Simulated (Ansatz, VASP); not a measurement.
This is a calculation of Si2Ni for Ansatz 0.2.0.

Contents of input.yaml:

```yaml
crystal:
  lattice:
    - [0.0, 2.703, 2.703]
    - [2.703, 0.0, 2.703]
    - [2.703, 2.703, 0.0]
  atoms:
    - { symbol: Ni, position: [0.004926, 0.009894, -0.004602], spin: 1.0 }
    - { symbol: Si, position: [0.753316, 0.750879, 0.766417] }
    - { symbol: Si, position: [0.244696, 0.252961, 0.255178] }
hamiltonian:
  xc: pbe
  pseudopotentials: { kind: paw }
magnetization:
  spin_polarized: true
kpoints:
  mp_grid: { grid: [9, 9, 9] }
scf:
  occupations: { method: fermi_dirac, width: 0.05 }
output:
  forces: true
  stress: true
  eigenvalues: true
```

Potentials or basis: Ansatz PAW.

Launch:

```bash
$ ansatz run input.yaml --threads 1 --pin off --max-ram 3584MiB --backend cpu --events-out ev --progress --plain --runs-dir out
```

Translate it to VASP 6.6.1. Potentials there: VASP PAW PBE potentials, release 64 (Ni, Si).

As run (the cutoff follows the program's own potentials):

INCAR

```
SYSTEM = Si2Ni
PREC = Accurate
ENCUT = 520
EDIFF = 1E-7
ISMEAR = -1
SIGMA = 0.05
LREAL = .False.
LASPH = .True.
NELM = 150
ALGO = Normal
ISIF = 2
LWAVE = .False.
LCHARG = .False.
ISPIN = 2
MAGMOM = 1 0 0
LORBIT = 11
LMAXMIX = 4
GGA = PE
NBANDS = 20
```

File KPOINTS:

```
regular mesh
0
Gamma
  9 9 9
  0 0 0
```

POSCAR

```
Si2Ni
1.0
    0.0000000000      2.7030000000      2.7030000000
    2.7030000000      0.0000000000      2.7030000000
    2.7030000000      2.7030000000      0.0000000000
Ni Si
1 2
Direct
    0.0049260000      0.0098940000     -0.0046020000
    0.7533160000      0.7508790000      0.7664170000
    0.2446960000      0.2529610000      0.2551780000
```

Potentials or basis: VASP PAW PBE potentials, release 64 (Ni, Si).

Launch:

```sh
$ cat potpaw_PBE.64/Ni/POTCAR potpaw_PBE.64/Si/POTCAR > POTCAR
$ mpirun -np 1 vasp_std > vasp.out
```

Both were run:

|  | VASP | Ansatz | Ansatz less VASP |
| --- | --- | --- | --- |
| gap on the k mesh at the Fermi level (eV) | none | none | - |
| pressure (GPa) | 3.9 | 4.0 | +0.10 |
| largest component of the traceless stress (GPa) | 1.53 | 1.55 | +0.017 |
| rms of the force components (eV/Å) | 0.246 | 0.245 | -0.0004 |
| net moment per atom (μB) | 0.00 | 0.00 | 0.000 |

Atom by atom the forces differ by 0.001 eV/Å (rms over components). A gap of «none» marks a metal or a gap that the smearing closes. The two sets of potentials don't hold the same shells in valence.

Caveats: the starting moments weren't kept (Ansatz).
